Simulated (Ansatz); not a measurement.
# ZnS: the cost of one run

Program: Ansatz 0.2.0. Level of theory: DFT PBE, scalar-relativistic, plane waves, PAW. These are calculated values, not measurements.

4 further runs of the same task are left out: 4 set aside as unsound or not needed.

## (1) The structure to begin with

The structure is cubic, space group F-43m (No. 216). Conventional cell: a = 5.443 Å, b = 5.443 Å, c = 5.443 Å, α = 90.00°, β = 90.00°, γ = 90.00°. Zn (site symmetry -43m) is surrounded by 4 S at 2.36 Å. S (site symmetry -43m) has 4 Zn at 2.36 Å as nearest neighbours.

Structure file:

```
CELL_PARAMETERS angstrom
0.00000 2.72170 2.72170
2.72170 0.00000 2.72170
2.72170 2.72170 0.00000
ATOMIC_POSITIONS crystal
Zn 0.00000 0.00000 0.00000
S 0.75000 0.75000 0.75000
```

This cell was relaxed beforehand with the same method: volume 20.16 Å³/atom, gap on the mesh 2.02 eV.

## (2) The cell under 40 GPa

What is minimised here is the enthalpy; the energy can go up as the cell is squeezed.

Input file input.yaml:

```yaml
crystal:
  lattice:
    - [0.0, 2.7216977288, 2.7216977288]
    - [2.7216977288, 0.0, 2.7216977288]
    - [2.7216977288, 2.7216977288, 0.0]
  atoms:
    - { symbol: Zn, position: [0.0, 0.0, 0.0] }
    - { symbol: S, position: [0.75, 0.75, 0.75] }
basis:
  ecutwfc: 420
kpoints:
  mp_grid: { grid: [10, 10, 10] }
hamiltonian:
  xc: pbe
scf:
  occupations: { method: fixed }
output:
  forces: true
  stress: true
  eigenvalues: true
relax:
  adjacent_minimum: "off"
  f_tol: 0.001
  max_steps: 60
  cell: { stress_tol: 0.02, p_target: 40.0 }
```

Run with:

```bash
$ ansatz run input.yaml --threads 1 --pin off --max-ram 3072MiB --backend cpu --events-out ev --progress --plain --runs-dir out
```

What time and memory should one allow on 1 thread of Intel Xeon at 2.70GHz, shared host?

About 37 s, with a peak of 0.36 GiB.
